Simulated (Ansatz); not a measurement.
Set up this calculation in Ansatz 0.2.0, as an ASE script.

```yaml
Task: relaxation of cell and atoms
Functional: PBEsol
Dispersion: D3(BJ)
Potentials_or_basis: PseudoDojo PBEsol
Cutoff: 952 eV
Density_cutoff: 3810 eV
k_mesh: 8 × 8 × 8
Occupations: methfessel-paxton, width 0.1 eV
Spin: collinear spin, ferromagnetic start
Starting_moments: "[0.5, 0.0] μB"
Driver: chain
```

The structure of InP lies in InP.xyz:

```xyz
2
Lattice="0.0000000000 2.9305000000 2.9305000000 2.9305000000 0.0000000000 2.9305000000 2.9305000000 2.9305000000 0.0000000000" Properties=species:S:1:pos:R:3 pbc="T T T"
In     0.0000000000      0.0000000000      0.0000000000
P      4.3957500000      4.3957500000      4.3957500000
```

One way to write it, as run:

run.py

```python
import json

import ase.io
import numpy as np

import ansatz as az

atoms = ase.io.read("InP.xyz")
atoms.set_initial_magnetic_moments([0.5, 0.0])

calculation = (
    az.Crystal.from_ase(atoms)
    .calculation()
    .kpoints(8, 8, 8)
    .functional("pbesol", dispersion="d3bj")
    .pseudopotentials(kind="nc", accuracy="standard", xc_functional="pbesol")
    .spin("collinear")
    .occupations(method="methfessel_paxton", width=0.1)
    .relax(force_tolerance=0.01, max_steps=40, cell=True, stress_tolerance=0.05)
    .density()
    .potential()
    .output_files(volumetric_format="npy")
    .electron_localization_function()
    .forces()
    .stress()
)
outcome = calculation.run(threads=2, events_out="events.jsonl")

report = outcome.report
for line in open("events.jsonl"):
    event = json.loads(line)
    if event["event"] == "scf_iter":
        d = event["data"]
        print(f"SCF {d['iter']:3d}  HF = {d['harris_foulkes_ev']:.6f} eV  dr2 = {d['dr2_ev']:.2e} eV")
    elif event["event"] in ("relax_step", "md_step"):
        d = event["data"]
        print(f"{event['event']} {d['step']:3d}  E = {d['lagrangian_ev']:.6f} eV")
np.set_printoptions(precision=5, suppress=True, linewidth=110)
print("converged:", report["converged"], "after", report["n_iterations"], "iterations")
print(f"free energy {report['free_energy_ev']:.6f} eV, Fermi level {report['fermi_energy_ev']:.4f} eV")
for key in ("band_edges_ev", "magnetization_mub", "site_moments_mub", "site_moments_nc_mub", "forces_ev_ang",
                "stress_gpa", "kpoints_frac", "eigenvalues_ev"):
    if report.get(key) is not None:
        print(key, np.array(report[key]), sep="\n")
```

Potentials or basis: PseudoDojo PBEsol.

Run with:

```sh
$ python run.py
```

Results of the run:

```
Relaxed volume                         : 24.74 Å³/atom
Relaxed cell                           : a = 4.121 Å, b = 4.121 Å, c = 4.121 Å, α = 60.00°, β = 60.00°, γ = 60.00°
Space group after relaxing (to 0.05 Å) : F-43m (No. 216)
Energy gained by relaxing              : 1.6 meV/atom
Ionic steps                            : 4
Pressure after relaxing                : 0.0 GPa
Band gap on the k mesh                 : 0.71 eV, direct
Net moment                             : 0.00 μB per cell
Absolute moment                        : 0.00 μB per cell
```

Caveat: spin-orbit coupling is left out, which moves the levels of the heavy elements; the starting moments weren't kept.

Wall time 29 s on 2 threads of Intel(R) Xeon(R) 6975P-C (Granite Rapids), on a shared host, peak memory 0.64 GiB.
